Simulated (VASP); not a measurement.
A run of VASP 6.6.1:

The input INCAR:

```
PREC = Accurate
ENCUT = 520
EDIFF = 1E-6
ISMEAR = -1
SIGMA = 0.05
LREAL = False
LASPH = True
NELM = 60
ALGO = Normal
ISIF = 2
LWAVE = False
LCHARG = True
GGA = RP
LELF = True
LVHAR = True
NBANDS = 11
```

Contents of KPOINTS:

```
Automatic mesh
0
Gamma
  10 10 10
```

POSCAR

```
BAs
1.0
    0.0000000000      2.4353452264      2.4353452264
    2.4353452264      0.0000000000      2.4353452264
    2.4353452264      2.4353452264      0.0000000000
As B
1 1
Direct
    0.7500000000      0.7500000000      0.7500000000
    0.0000000000      0.0000000000      0.0000000000
```

Potentials or basis: VASP PAW PBE potentials, release 64 (As, B).

The run is started by

```console
$ cat potpaw_PBE.64/As/POTCAR potpaw_PBE.64/B/POTCAR > POTCAR
$ mpirun -np 1 vasp_std > vasp.out
```

Hardware: 1 thread of AMD EPYC 9R45 (Zen 5) (shared host).

**Question.** Estimate the wall time of this run.

**Answer.** Wall time 12 s on 1 thread of AMD EPYC 9R45 (Zen 5), on a shared host, peak memory 0.13 GiB. Counts: scf iterations 13, k points 47.
